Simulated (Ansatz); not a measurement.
# Mn3Si (Fm-3m) in Ansatz: notebook

The runs below take Mn3Si through band structure, with BLYP, r2SCAN.

Everything below comes from runs of Ansatz 0.2.0. Logs are shortened: lines on timing, memory, paths and dates and some standing lists are left out, and cuts for length are marked.

## Step 1: Starting point

Symmetry: Fm-3m, No. 225, cubic system. The conventional cell has a = 5.722 Å, b = 5.722 Å, c = 5.722 Å, α = 90.00°, β = 90.00°, γ = 90.00°. Mn (site symmetry -43m) has 4 Mn at 2.48 Å and 4 Si at 2.48 Å as nearest neighbours. Mn (site symmetry m-3m) is surrounded by 8 Mn at 2.48 Å. Around Si (site symmetry m-3m) lie 8 Mn at 2.48 Å.

## Step 2: Band structure, BLYP, collinear spin, ferromagnetic start

Contents of input.yaml:

```yaml
crystal:
  lattice:
    - [0.0, 2.861, 2.861]
    - [2.861, 0.0, 2.861]
    - [2.861, 2.861, 0.0]
  atoms:
    - { symbol: Mn, position: [0.75, 0.75, 0.75], spin: 4.0 }
    - { symbol: Mn, position: [0.25, 0.25, 0.25], spin: 4.0 }
    - { symbol: Mn, position: [0.5, 0.5, 0.5], spin: 4.0 }
    - { symbol: Si, position: [0.0, 0.0, 0.0] }
hamiltonian:
  xc: blyp
  pseudopotentials: { kind: paw }
magnetization:
  spin_polarized: true
kpoints:
  mp_grid: { grid: [8, 8, 8] }
  band_path:
    path:
      - [[0.0, 0.0, 0.0], [0.5, 0.0, 0.5], [0.5, 0.25, 0.75], [0.375, 0.375, 0.75], [0.0, 0.0, 0.0], [0.5, 0.5, 0.5], [0.625, 0.25, 0.625], [0.5, 0.25, 0.75], [0.5, 0.5, 0.5], [0.375, 0.375, 0.75]]
      - [[0.625, 0.25, 0.625], [0.5, 0.0, 0.5]]
    npoints: 14
scf:
  occupations: { method: fermi_dirac, width: 0.05 }
  n_extra_bands: 10
output:
  forces: true
  stress: true
  eigenvalues: true
  fatbands: true
```

Potentials or basis: Ansatz PAW.

Command:

```console
ansatz run input.yaml --threads 2 --pin off --max-ram 5632MiB --backend cpu --events-out ev --progress --plain --runs-dir out
```

Standard output:

```text
Warning: the band count 35 (scf.n_extra_bands) hosts the net moment |M| = 12.0000 μB (N_el = 49) but caps the reachable moment at 2·n_bands − N_el = 21.0000 μB, below the 37 bands that the automatic rule leaves for it — a moment growing past the seed, or the majority channel's smearing tail, pins there with fewer empty majority states than that count leaves; raise or omit scf.n_extra_bands unless the cap is intended
Warning: RAYON_NUM_THREADS=2 ignored (pool sized by the plan → 2); use --threads N
scf.n_extra_bands = 10 over 25 filled bands (N_el = 49.0): the run solves 35 bands
Engine: ansatz 0.2.0, x86_64-unknown-linux-gnu
Pseudopotentials: kind: paw
Pseudopotential: Mn, paw, valence charge 15, recommended cutoff 420 eV (normal), Mn.paw.azcp
Pseudopotential: Si, paw, valence charge 4, recommended cutoff 420 eV (normal), Si.paw.azcp
Functional definition: BLYP
  parameter beta = 0.0042
  parameter a = 0.04918
  parameter b = 0.132
  parameter c = 0.2533
  parameter d = 0.349
  exchange = b88_x(beta = beta)
  correlation = lyp_c(a = a, b = b, c = c, d = d)
Crystal: 4 atoms, lattice volume = 46.836 Å³
Basis set: ecut = 420 eV, 941 PW (Γ), exchange–correlation on 60×60×60 points (8 copies of the dense FFT grid, shifted against one another)
Bands: 35, of which v1, the nominal top of the filled ones, is band 25 counted from 1 (24 counted from 0)
Symmetry: 48 space group operations
Space group: Fm-3m (ITA 225), of the structure as read, at distance tolerance 3.6e-5 Å
Magnetic group: BNS 225.116 (UNI 1618), of the structure as read, at distance tolerance 3.6e-5 Å
k-points: 29 of 512
Non-local potential: Mn, projectors of the file, l = 0: 3, l = 1: 2, l = 2: 3, l = 3: 1
Non-local potential: Si, projectors of the file, l = 0: 2, l = 1: 2, l = 2: 2
PAW form: soft (Blöchl's): semilocal exchange-correlation on the pseudo side does not see the compensation charge
PAW frozen core: Mn, regenerated for the run's functional, and the local potential with it (the file was generated under x = pbe(κ = 0.804, μ = 0.2195149727645171), c = pbe(β = 0.06672455060314922))
PAW frozen core: Si, regenerated for the run's functional, and the local potential with it (the file was generated under x = pbe(κ = 0.804, μ = 0.2195149727645171), c = pbe(β = 0.06672455060314922))
PAW one-centre angular grid: Mn, 590 points (default); XC on 64 Gauss nodes
PAW one-centre angular grid: Si, 110 points (default); XC on 64 Gauss nodes
Initial density: superposition of atomic densities (chi_scale 0.1, normalization cell)
Starting moments: Σ|m| = 12 μB on 3 of 4 sites
Initial wavefunctions: pseudopotential atomic-orbital guess
Functional: x = b88, c = lyp
SCF iter   1: F=—  HF=-12361.779671 eV  |F-HF|=—  |Δ(HF+E_count)|=         —  Δρ=3.15e-1 (↑3.15e-1 ↓2.22e-1)  dr2=3.89e0  dr2_m=3.06e1  M=2.639 μB ∫|m|=2.917 μB  β_m=0.30  ethr=3.10e-3  ⟨swp⟩=5.2  Hψ=7069  notcnv=0
Mixer restart at iter 1: flushing history
preconditioner: auto → Kerker (q_TF=auto, 2.749 Å⁻¹)  [metal: Δε(μ)=0.008 eV  Ē_g=6.661 eV  σ=0.050 eV  W_gap=0.04  n_scr=14 (ndim 8)  ℏωp=27.1 eV  f_vac=0.000  D(μ)=4.15/eV (n_scr^D=58)]
spin=Collinear: Kerker preconditioning applied to the charge; magnetization (m = ρ↑ − ρ↓) channel mixes plain (no charge-response kernel on spin).
SCF iter   2: F=—  HF=-12357.384531 eV  |F-HF|=—  |Δ(HF+E_count)|=    4.40e0  Δρ=1.86e-1 (↑1.86e-1 ↓1.71e-1)  dr2=2.90e-1  dr2_m=1.36e1  M=2.950 μB ∫|m|=3.193 μB  β_m=0.57  ethr=3.10e-3  ⟨swp⟩=3.1  Hψ=3933  notcnv=0  defer=126
SCF iter   3: F=—  HF=-12358.361503 eV  |F-HF|=—  |Δ(HF+E_count)|=   9.77e-1  Δρ=5.16e-2 (↑5.16e-2 ↓3.20e-2)  dr2=1.75e-1  dr2_m=7.18e-1  M=2.815 μB ∫|m|=2.940 μB  β_m=0.58  ethr=5.91e-4  ⟨swp⟩=3.2  Hψ=4259  notcnv=0  defer=126
SCF iter   4: F=—  HF=-12358.277796 eV  |F-HF|=—  |Δ(HF+E_count)|=   8.37e-2  Δρ=1.44e-2 (↑4.26e-3 ↓1.44e-2)  dr2=1.60e-1  dr2_m=2.18e-2  M=2.732 μB ∫|m|=2.826 μB  β_m=0.77  ethr=3.56e-4  ⟨swp⟩=3.1  Hψ=4097  notcnv=0  defer=135
SCF iter   5: F=—  HF=-12358.301855 eV  |F-HF|=—  |Δ(HF+E_count)|=   2.41e-2  Δρ=3.47e-2 (↑3.47e-2 ↓2.35e-2)  dr2=4.43e-2  dr2_m=3.61e-1  M=2.067 μB ∫|m|=2.215 μB  β_m=0.89  ethr=3.28e-4  ⟨swp⟩=3.2  Hψ=3674  notcnv=0  defer=137  recentre
SCF iter   6: F=—  HF=-12358.329125 eV  |F-HF|=—  |Δ(HF+E_count)|=         —  Δρ=3.70e-2 (↑3.70e-2 ↓2.78e-2)  dr2=3.50e-2  dr2_m=4.49e-1  M=1.813 μB ∫|m|=2.436 μB  β_m=0.89  ethr=9.03e-5  ⟨swp⟩=2.0  Hψ=2747  notcnv=0  defer=143
Mixer restart at iter 6: flushing history
SCF iter   7: F=—  HF=-12358.441108 eV  |F-HF|=—  |Δ(HF+E_count)|=   1.12e-1  Δρ=4.64e-2 (↑3.73e-2 ↓4.64e-2)  dr2=3.54e-2  dr2_m=7.49e-1  M=1.154 μB ∫|m|=3.586 μB  β_m=0.69  ethr=7.14e-5  ⟨swp⟩=2.7  Hψ=3874  notcnv=0  defer=145
SCF iter   8: F=-12357.846964 eV  HF=-12358.505859 eV  |F-HF|=6.59e-1  |Δ(HF+E_count)|=   6.48e-2  Δρ=4.77e-2 (↑4.77e-2 ↓1.02e-2)  dr2=6.27e-1  dr2_m=3.00e-1  M=1.080 μB ∫|m|=4.019 μB  β_m=0.68  ethr=7.14e-5  ⟨swp⟩=3.5  Hψ=4836  notcnv=0  defer=141
SCF iter   9: F=-12358.351298 eV  HF=-12358.372809 eV  |F-HF|=2.15e-2  |Δ(HF+E_count)|=   1.33e-1  Δρ=8.50e-3 (↑8.50e-3 ↓7.03e-3)  dr2=3.58e-2  dr2_m=1.28e-2  M=1.018 μB ∫|m|=4.275 μB  β_m=0.85  ethr=7.14e-5  ⟨swp⟩=3.0  Hψ=4480  notcnv=0  defer=143
SCF iter  10: F=-12358.367964 eV  HF=-12358.406322 eV  |F-HF|=3.84e-2  |Δ(HF+E_count)|=   3.35e-2  Δρ=2.59e-2 (↑2.29e-2 ↓2.59e-2)  dr2=6.14e-3  dr2_m=2.55e-1  M=1.006 μB ∫|m|=4.579 μB  β_m=0.92  ethr=7.14e-5  ⟨swp⟩=2.2  Hψ=3728  notcnv=0  defer=141  recentre
SCF iter  11: F=-12358.370553 eV  HF=-12358.389429 eV  |F-HF|=1.89e-2  |Δ(HF+E_count)|=   1.69e-2  Δρ=1.75e-2 (↑1.75e-2 ↓1.52e-2)  dr2=4.02e-3  dr2_m=1.14e-1  M=1.026 μB ∫|m|=4.168 μB  β_m=0.72  ethr=1.25e-5  ⟨swp⟩=2.7  Hψ=4063  notcnv=0  defer=141
SCF iter  12: F=-12358.377044 eV  HF=-12358.377071 eV  |F-HF|=2.75e-5  |Δ(HF+E_count)|=   1.24e-2  Δρ=1.37e-3 (↑1.37e-3 ↓8.72e-4)  dr2=1.09e-4  dr2_m=5.16e-4  M=1.012 μB ∫|m|=4.384 μB  β_m=0.86  ethr=8.20e-6  ⟨swp⟩=2.1  Hψ=4161  notcnv=0  defer=142
SCF iter  13: F=-12358.377019 eV  HF=-12358.377283 eV  |F-HF|=2.65e-4  |Δ(HF+E_count)|=   2.12e-4  Δρ=2.21e-3 (↑1.74e-3 ↓2.21e-3)  dr2=1.05e-4  dr2_m=1.67e-3  M=1.014 μB ∫|m|=4.354 μB  β_m=0.86  ethr=2.22e-7  ⟨swp⟩=2.0  Hψ=3234  notcnv=0  defer=142
SCF iter  14: F=-12358.377093 eV  HF=-12358.377133 eV  |F-HF|=4.01e-5  |Δ(HF+E_count)|=   1.50e-4  Δρ=8.49e-4 (↑7.55e-4 ↓8.49e-4)  dr2=7.89e-6  dr2_m=2.75e-4  M=1.013 μB ∫|m|=4.363 μB  β_m=0.93  ethr=2.14e-7  ⟨swp⟩=2.3  Hψ=2936  notcnv=0  defer=142
SCF iter  15: F=-12358.377104 eV  HF=-12358.377105 eV  |F-HF|=5.44e-7  |Δ(HF+E_count)|=   2.83e-5  Δρ=3.05e-5 (↑1.01e-5 ↓3.05e-5)  dr2=5.89e-7  dr2_m=1.16e-7  M=1.013 μB ∫|m|=4.371 μB  β_m=0.96  ethr=1.61e-8  ⟨swp⟩=2.1  Hψ=3366  notcnv=0  defer=142
SCF iter  16: F=-12358.377105 eV  HF=-12358.377105 eV  |F-HF|=4.14e-9  |Δ(HF+E_count)|=   7.76e-8  Δρ=6.90e-6 (↑6.90e-6 ↓5.52e-6)  dr2=4.21e-8  dr2_m=1.59e-9  M=1.013 μB ∫|m|=4.371 μB  β_m=0.98  ethr=1.20e-9  ⟨swp⟩=1.6  Hψ=2311  notcnv=0  defer=142
SCF iter  17: F=-12358.377105 eV  HF=-12358.377105 eV  |F-HF|=3.52e-8  |Δ(HF+E_count)|=   2.48e-8  Δρ=6.88e-6 (↑6.88e-6 ↓5.08e-6)  dr2=6.31e-8  dr2_m=4.80e-10  M=1.013 μB ∫|m|=4.371 μB  β_m=0.98  ethr=8.58e-11  ⟨swp⟩=2.0  Hψ=2545  notcnv=0  defer=142
SCF iter  18: F=-12358.377105 eV  HF=-12358.377105 eV  |F-HF|=3.70e-9  |Δ(HF+E_count)|=   4.42e-9  Δρ=1.84e-6 (↑1.84e-6 ↓1.36e-6)  dr2=4.44e-9  dr2_m=3.76e-11  M=1.013 μB ∫|m|=4.371 μB  ethr=8.58e-11  ⟨swp⟩=7.0  Hψ=7717  notcnv=0
SCF 1 converged in 18 iterations: F = -12358.377105 eV  dr2 = 4.44e-9
at 2 of the mixer's solves, the last at iteration 8, it left a direction of its history that read negative out of its fit and stepped the other way along it
WARN: the starting moments were not kept: 2 of 3 ended reversed and 1 kept their direction, counting a site from 0.1 μB. The largest reversed, site 1 (counted from 0, in the order of the report's site_moments_mub), started with +4.0 μB and closes at -7.9e-1 μB in its sphere. The net magnetisation is 1.0e0 μB in size, at most 0.1 of the 12 μB that the starting moments add up to as vectors. The SCF closed on another magnetic arrangement than the starting moments describe; that does not show which of the two is lower. To try another start: change the starting moments (crystal.atoms[].spin, magnetization.per_species, magnetization.initial_magnetization, or on a non-collinear deck that types none of these the spinor_matrix: blocks that start its atoms; where the total moment is fixed, keep their sum and leave initial_magnetization as it is; typed ones take the place of any that the run laid by itself, positive ones on a crystal's lanthanoids without a Hubbard term where scf.initial_density.shell_occupations: [] is typed); see also scf.mixing.spin_hold.
NSCF: frozen V_eff on 142 k-points
SCF converged after 18 iterations
Magnetization: 1.0131 μB (25.0065 up, 23.9935 down)
Absolute magnetization: 4.3712 μB (∫|ρ↑−ρ↓|, with the PAW one-centre terms)
Spin contamination: 1.3591 ħ² per cell (⟨S²⟩ above its minimum at these occupations)
Per-site moments (μB) at R_I (Å): [(-0.7878718424801316, 1.0220507055937524), (-0.7878718424801323, 1.0220507055937527), (2.5103258370023105, 1.0220507055937524), (0.041228710114291675, 1.0220507055937524)]
Free energy (F): -12358.377105 eV
Harris-Foulkes:  -12358.377105 eV  (|F-HF|=3.70e-9)
Internal energy: -12358.356797 eV  (E = F + TS)
E sigma→0 (E₀):  -12358.366951 eV
Entropy (-TS):   -0.020308 eV (-5.077 meV/atom)
Fermi energy:    17.660518 eV
--- Per-component energies (eV) ---
  E_band       = -537.082547
  E_kinetic    = 969.201307
  E_local      = -5752.581913  (includes V_loc(G=0)·N_el)
  E_nonlocal   = 743.519561
  E_hartree    = 2438.813385
  E_xc         = -394.615563
  E_vxc        = -480.728201  (∫ρ·V_xc dr)
  E_paw        = -4444.477714  (= ΣΔE_a)
  E_vpaw       = -894.117284  (= ΣTr[D̂ρ^β])
  E_aug_tail   = -0.000022  (compensation charges beyond the density's cutoff)
  E_ewald      = -5918.267432
  E_core_change = 0.051595  (= ΣΔE_core)
  E_smearing   = -0.020308  (= −TS)
  E_closure    = 0.000000  (closes the sum)
  Σ components = -12358.377105   (vs F -12358.377105, Δ=0.00e0)
--- Forces (eV/Å), atoms counted from 1 ---
  atom   1  Mn     0.00000000     0.00000000     0.00000000
  atom   2  Mn     0.00000000    -0.00000000     0.00000000
  atom   3  Mn     0.00000000    -0.00000000    -0.00000000
  atom   4  Si    -0.00000000     0.00000000     0.00000000
  max |Σ_I F_I| component: 8.10e-18 eV/Å
--- Stress (GPa, compression-positive) ---
       -0.377258       0.000000      -0.000000
        0.000000      -0.377258       0.000000
       -0.000000      -0.000000      -0.377258
  P = ⅓ Tr σ = -0.3773 GPa (-3.773 kbar)
--- Band table (eV; the first three rows and the last of 58) ---
  k-point 0 ↑: bands = ["-62.6151", "-60.6745", "-60.6504", "-31.4617", "-31.4617", "-31.4617", "-29.5933", "-29.5933", "-29.5933", "-29.4982", "-29.4982", "-29.4982", "6.7445", "13.8729", "13.8729", "14.1217", "14.1217", "14.1217", "15.1797", "15.1797", "15.1797", "17.5522", "17.5522", "18.4177", "18.4177", "18.4177", "18.9295", "18.9295", "21.0033", "22.3774", "22.3774", "22.3774", "23.7878", "23.7878", "23.7878"]
  k-point 1 ↑: bands = ["-62.6148", "-60.6738", "-60.6514", "-31.4625", "-31.4625", "-31.4618", "-29.5895", "-29.5895", "-29.5874", "-29.5050", "-29.5014", "-29.5014", "6.9490", "13.6501", "13.6501", "13.8342", "14.5165", "14.5165", "15.1085", "15.1715", "15.1715", "17.5202", "17.5202", "18.1514", "18.2401", "18.2401", "18.8980", "18.8980", "21.1147", "22.1220", "22.3058", "22.3058", "23.5471", "23.8371", "23.8371"]
  k-point 2 ↑: bands = ["-62.6141", "-60.6717", "-60.6543", "-31.4644", "-31.4644", "-31.4619", "-29.5787", "-29.5787", "-29.5733", "-29.5215", "-29.5105", "-29.5105", "7.5271", "13.0468", "13.4969", "13.4969", "14.9563", "15.0108", "15.0108", "15.2871", "15.2871", "17.4257", "17.4257", "17.7781", "17.8767", "17.8767", "18.7185", "18.7185", "20.2218", "21.8162", "22.1940", "22.1940", "23.6505", "23.6505", "24.5792"]
  k-point 28 ↓: bands = ["-61.5122", "-61.5122", "-59.8246", "-30.4598", "-30.4321", "-30.3915", "-30.3915", "-30.3238", "-30.3237", "-28.7336", "-28.7336", "-28.7194", "9.3502", "12.6804", "12.6804", "13.9286", "14.7206", "15.7234", "15.7234", "15.9495", "16.1736", "16.1736", "16.7403", "16.8984", "18.6111", "18.6111", "18.8421", "18.8421", "19.1145", "19.1656", "19.3456", "24.3221", "25.2201", "25.8117", "25.8117"]
```

It took 5.8 s on 2 threads of AMD EPYC 9R45 (Zen 5), shared host; peak memory 0.51 GiB.

Results:

```yaml
Free_energy: -12358.3771 eV
Pressure: -0.4 GPa
Band_gap_on_the_k_mesh: none (metal or under the smearing width)
Net_moment: 1.01 μB per cell
Absolute_moment: 4.37 μB per cell
Site_moments: Mn -0.79, +2.51; Si +0.04 μB
```

Levels at the corners of the path, in eV from the Fermi level:
Spin up:
```
point  band 23  band 24  band 25  band 26  band 27  band 28
    Γ    -0.11     0.76     0.76     0.76     1.27     1.27
    X    -1.03    -0.11    -0.11     0.20     0.78     0.87
    W    -1.02    -0.46    -0.19     0.14     0.39     0.39
    K    -0.84    -0.69    -0.48     0.00     0.56     0.95
    Γ    -0.11     0.76     0.76     0.76     1.27     1.27
    L    -0.45    -0.45    -0.28    -0.28     0.58     0.58
    U    -0.84    -0.69    -0.48     0.00     0.56     0.95
    W    -1.02    -0.46    -0.19     0.14     0.39     0.39
    L    -0.45    -0.45    -0.28    -0.28     0.58     0.58
    K    -0.84    -0.69    -0.48     0.00     0.56     0.95
    U    -0.84    -0.69    -0.48     0.00     0.56     0.95
    X    -1.03    -0.11    -0.11     0.20     0.78     0.87
```
Spin down:
```csv
point,band 20,band 21,band 22,band 23,band 24,band 25,band 26,band 27,band 28,band 29
Γ,-1.39,-1.39,0.06,0.06,0.06,0.83,0.83,1.84,1.84,3.65
X,-1.98,-1.94,-0.75,-0.75,-0.19,0.56,0.78,0.88,1.25,1.35
W,-1.71,-1.49,-1.49,-0.92,-0.76,0.95,0.95,1.18,1.18,1.45
K,-1.69,-1.56,-1.15,-1.05,-0.77,0.87,0.96,1.20,1.38,1.53
Γ,-1.39,-1.39,0.06,0.06,0.06,0.83,0.83,1.84,1.84,3.65
L,-1.83,-1.83,-1.13,-1.12,-1.12,0.93,0.93,1.41,1.66,1.66
U,-1.69,-1.56,-1.15,-1.05,-0.77,0.87,0.96,1.20,1.38,1.53
W,-1.71,-1.49,-1.49,-0.92,-0.76,0.95,0.95,1.18,1.18,1.45
L,-1.83,-1.83,-1.13,-1.12,-1.12,0.93,0.93,1.41,1.66,1.66
K,-1.69,-1.56,-1.15,-1.05,-0.77,0.87,0.96,1.20,1.38,1.53
U,-1.69,-1.56,-1.15,-1.05,-0.77,0.87,0.96,1.20,1.38,1.53
X,-1.98,-1.94,-0.75,-0.75,-0.19,0.56,0.78,0.88,1.25,1.35
```

Caveat: the PAW data sets come from PBE, with cores solved anew for the run's functional, which leaves a small shift of forces and pressure; the starting moments weren't kept.

## Step 3: Band structure, r2SCAN, collinear spin, ferromagnetic start

input.yaml, as its differences from that of step 2:

```diff
@@ -11,3 +11,3 @@
 hamiltonian:
-  xc: blyp
+  xc: r2scan
   pseudopotentials: { kind: paw }
@@ -30 +30,5 @@
   fatbands: true
+  write_density: true
+  write_potential: true
+  elf: true
+  volumetric_format: npy
```

Potentials or basis: Ansatz PAW.

Command:

```console
ansatz run input.yaml --threads 2 --pin off --max-ram 5632MiB --backend cpu --events-out ev --progress --plain --runs-dir out
```

Wall time 46 s (2 threads of AMD EPYC 9R45 (Zen 5), shared host); peak memory 0.82 GiB.

It converged, with:

```yaml
Free_energy: -12351.3774 eV
Pressure: -9.3 GPa
Band_gap_on_the_k_mesh: none (metal or under the smearing width)
Net_moment: 3.44 μB per cell
Absolute_moment: 5.35 μB per cell
Site_moments: Mn -0.75, +2.29, +1.88; Si -0.03 μB
```

Levels at the corners of the path, in eV from the Fermi level:
Spin up:
| point | band 24 | band 25 | band 26 | band 27 | band 28 | band 29 |
| --- | --- | --- | --- | --- | --- | --- |
| Γ | -0.26 | -0.26 | -0.26 | 1.38 | 1.38 | 3.85 |
| X | -1.09 | -1.09 | -0.36 | -0.28 | 0.50 | 0.50 |
| W | -1.29 | -1.08 | -0.60 | -0.24 | 0.05 | 0.91 |
| K | -1.23 | -1.12 | -0.79 | -0.15 | 0.45 | 0.72 |
| Γ | -0.26 | -0.26 | -0.26 | 1.38 | 1.38 | 3.85 |
| L | -1.38 | -0.62 | -0.62 | 0.53 | 0.69 | 0.69 |
| U | -1.23 | -1.12 | -0.79 | -0.15 | 0.45 | 0.72 |
| W | -1.29 | -1.08 | -0.60 | -0.24 | 0.05 | 0.91 |
| L | -1.38 | -0.62 | -0.62 | 0.53 | 0.69 | 0.69 |
| K | -1.23 | -1.12 | -0.79 | -0.15 | 0.45 | 0.72 |
| U | -1.23 | -1.12 | -0.79 | -0.15 | 0.45 | 0.72 |
| X | -1.09 | -1.09 | -0.36 | -0.28 | 0.50 | 0.50 |
Spin down:
```csv
point,band 21,band 22,band 23,band 24,band 25,band 26
Γ,-1.46,0.89,0.89,0.89,1.42,1.42
X,-1.73,-0.12,-0.12,0.63,0.83,1.16
W,-1.51,-0.39,-0.35,0.24,0.80,1.20
K,-1.54,-0.45,-0.29,0.33,0.77,1.45
Γ,-1.46,0.89,0.89,0.89,1.42,1.42
L,-1.63,-0.47,-0.40,-0.40,1.63,1.63
U,-1.54,-0.45,-0.29,0.33,0.77,1.45
W,-1.51,-0.39,-0.35,0.24,0.80,1.20
L,-1.63,-0.47,-0.40,-0.40,1.63,1.63
K,-1.54,-0.45,-0.29,0.33,0.77,1.45
U,-1.54,-0.45,-0.29,0.33,0.77,1.45
X,-1.73,-0.12,-0.12,0.63,0.83,1.16
```

Caveat: the magnetic or orbital state may not be the lowest; the PAW data sets come from PBE, with cores solved anew for the run's functional, which leaves a small shift of forces and pressure; the starting moments weren't kept.
